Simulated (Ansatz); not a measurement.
## KBr: changing spin-orbit coupling

It takes space group Fm-3m (No. 225, cubic). The conventional cell has a = 6.600 Å, b = 6.600 Å, c = 6.600 Å, α = 90.00°, β = 90.00°, γ = 90.00°. Br (site symmetry m-3m) is surrounded by 6 K at 3.30 Å. K (site symmetry m-3m) is surrounded by 6 Br at 3.30 Å.

Kept alike: task band structure; functional PBEsol; k mesh 7 × 7 × 7; occupations fermi-dirac, width 0.05 eV. Program: Ansatz, Ansatz PAW, cutoff 420 eV. The mesh is that of the run's cell of 2 atoms.

| spin-orbit coupling | band gap (eV) |
| --- | --- |
| off | 4.281 |
| on | 4.119 |

Gaps are the smaller of the mesh's and the band path's. All rows use potentials made for PBE.

**Question.** What does spin-orbit coupling change here?

**Answer.** The band gap runs from 4.119 (on) to 4.281 eV (off). Spin-orbit coupling splits p and d bands at the edges, and the more so the heavier the atoms.
